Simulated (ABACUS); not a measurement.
Pb: equation of state with LDA

Crystal: Pb.

```
Pb
1.0
     0.00000    2.47502    2.47502
     2.47502    0.00000    2.47502
     2.47502    2.47502    0.00000
Pb
1
Direct
  0.00000 0.00000 0.00000
```

```json
{
 "Program": "ABACUS 3.10.1",
 "Task": "equation of state",
 "Functional": "LDA",
 "Potentials or basis": "PseudoDojo NC SR 0.4.1 LDA standard",
 "Cutoff": "776 eV",
 "Density cutoff": "3102 eV",
 "Basis": "plane waves",
 "k mesh": "7 × 7 × 7",
 "Occupations": "fermi-dirac, width 0.05 eV",
 "Spin": "no spin polarisation"
}
```

```json
{"Equilibrium volume": "29.36 Å³/atom", "Bulk modulus": "53 GPa", "Pressure derivative of the bulk modulus": "4.9 (rough: it moves with the points fitted)"}
```

Energy against volume, from the lowest point:
```csv
volume (Å³/atom),energy (meV/atom)
28.503,3.67
29.716,0.00
30.929,11.70
32.142,35.45
```

All runs of the series together: 6 s on 4 threads of Intel(R) Xeon(R) Platinum 8488C (Sapphire Rapids) (shared host).

The cell as given is a measured one (30.32 Å³/atom); LDA puts the equilibrium volume -3.2 % from it, thermal expansion not counted.

The run has no spin-orbit coupling, so splittings on Pb are missing.
